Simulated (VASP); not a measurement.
**A VASP 6.6.1 single-point calculation on GaN**

INCAR

```
GGA = PE
NBANDS = 16
LREAL = .FALSE.
NELM = 74
ISIF = 2
SIGMA = 0.02
LCHARG = .FALSE.
ENCUT = 520
ISMEAR = -1
LASPH = .TRUE.
NSW = 0
PREC = Accurate
LWAVE = .FALSE.
EDIFF = 1E-7
IBRION = -1
```

KPOINTS

```
KPOINTS created by Atomic Simulation Environment
0
Gamma
2 2 2
0 0 0
```

POSCAR

```
Ga N
 1.0000000000000000
     0.0000000000000000    2.2489525411000000    2.3389106427000002
     2.2489525411000000    0.0000000000000000    2.3389106427000002
     2.2489525411000000    2.2489525411000000    0.0000000000000000
 Ga  N
   1   1
Cartesian
  0.0000000000000000  0.0000000000000000  0.0000000000000000
  1.1244762705499998  1.1244762705499998  1.1694553213500001
```

The recommended PBE PAW datasets give the neutral cell 18 valence electrons.

Command

```
mpirun -np 1 vasp_std
```

Question: Predict the outcome of this run.

Answer: It converged. Results: gap between bands v and c on the k mesh 1.19 eV; least direct gap on the k mesh 1.19 eV; pressure 2.2 GPa. Band v is the last that the valence electrons fill when counted band by band, and c is the next.

OSZICAR

```
N       E                     dE             d eps       ncg     rms          rms(c)
DAV:   1     0.790801733005E+02    0.79080E+02   -0.92530E+03   144   0.204E+03
DAV:   2    -0.781981059975E+01   -0.86900E+02   -0.81490E+02   144   0.301E+02
DAV:   3    -0.131430718185E+02   -0.53233E+01   -0.52980E+01   152   0.676E+01
DAV:   4    -0.131975078370E+02   -0.54436E-01   -0.54428E-01   160   0.712E+00
DAV:   5    -0.131981289027E+02   -0.62107E-03   -0.62106E-03   152   0.733E-01    0.875E+00
DAV:   6    -0.104150243369E+02    0.27831E+01   -0.60314E+00   192   0.440E+01    0.307E+00
DAV:   7    -0.104331508474E+02   -0.18127E-01   -0.49521E-01   128   0.615E+00    0.196E+00
DAV:   8    -0.104375252157E+02   -0.43744E-02   -0.57787E-02   152   0.391E+00    0.500E-01
DAV:   9    -0.104345143771E+02    0.30108E-02   -0.16555E-02   176   0.317E+00    0.167E-01
DAV:  10    -0.104347348548E+02   -0.22048E-03   -0.95714E-04   176   0.339E-01    0.880E-02
DAV:  11    -0.104349517396E+02   -0.21688E-03   -0.52829E-04   168   0.420E-01    0.352E-02
DAV:  12    -0.104349480375E+02    0.37020E-05   -0.10635E-04   192   0.107E-01    0.115E-02
DAV:  13    -0.104349486792E+02   -0.64165E-06   -0.36601E-06   160   0.135E-02    0.639E-03
DAV:  14    -0.104349489846E+02   -0.30547E-06   -0.35132E-07   176   0.486E-03    0.121E-03
DAV:  15    -0.104349489630E+02    0.21671E-07   -0.23907E-08    96   0.155E-03
   1 F= -.10434949E+02 E0= -.10434949E+02  d E =-.636744E-13
```

These settings aren't sound, so the numbers aren't properties of the crystal.

On sound settings PBE gives a gap of 1.44 eV on its mesh and a pressure of -1.0 GPa for the intended cell.
